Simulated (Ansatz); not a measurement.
GeO2:
Space group P4₂/mnm (No. 136); a = b = 4.379 Å, c = 2.865 Å, α = β = γ = 90.00°

```
atom  site  symmetry       x       y       z
----  ----  --------  ------  ------  ------
Ge      2a      m.mm  0.0000  0.0000  0.0000
O       4f      m.2m  0.3058  0.3058  0.0000
```

Relaxed with LDA.

Problem. Decompose the optical modes at the zone centre into irreducible representations, and say which are infrared and Raman allowed.

Solution. Point group 4/mmm: Γ_opt = A1g + A2g + A2u + B1g + 2B1u + B2g + Eg + 3Eu. Infrared: A2u, Eu. Raman: A1g, B1g, B2g, Eg.

Problem. Assign frequencies (DFPT, LDA (plane waves, PAW; program Ansatz); without the LO–TO term).

Solution. B1g 151, B1u 208, Eu 300, Eu 362, A2g 449, A2u 501, Eg 521, B1u 643, Eu 644, A1g 689, B2g 842 cm⁻¹.

Subscripts of B labels follow the axes of the standard setting.

Space group P4_2/mnm (rutile). The cell was relaxed with LDA under the symmetry of its start; phonons on a q-mesh show no instability.

Potentials: the later of the program's two PAW sets.
